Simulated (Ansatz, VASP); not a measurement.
## Two plane-wave programs on SiC

```
Si C
1.0
     3.07577    0.00000    0.00000
    -1.53789    2.66370    0.00000
     0.00000    0.00000    5.04754
Si C
2 2
Direct
  0.33333 0.66667 0.00459
  0.66667 0.33333 0.50459
  0.33333 0.66667 0.38041
  0.66667 0.33333 0.88041
```

Alike in both runs: functional PBEsol; k mesh 14 × 14 × 8; occupations fermi-dirac, width 0.1 eV; no spin polarisation.

Ansatz relaxed the structure, and its values are those at the end. VASP's run is a single point on that final structure, the one shown.

|  | VASP | Ansatz |
| --- | --- | --- |
| version | VASP 6.6.1 | Ansatz 0.2.0 |
| potentials or method | VASP PAW PBE potentials, release 64 (Si, C) | PAW with Ansatz's default frozen-core files, scalar-relativistic |
| plane-wave cutoff (eV) | 520 | 420 |
| valence electrons in the cell | 16 | 16 |

Ansatz gave:

| Property | Result |
| --- | --- |
| pressure (GPa) | 0.0 |

Q: Estimate VASP's values.

A: Pressure (GPa): 0.4.

The functional is the same, so the differences come from potentials, cutoffs and numerics.

Caveats: the PAW data sets were made with another functional, which shifts forces and pressure a little (VASP). A k mesh can miss the band edges.
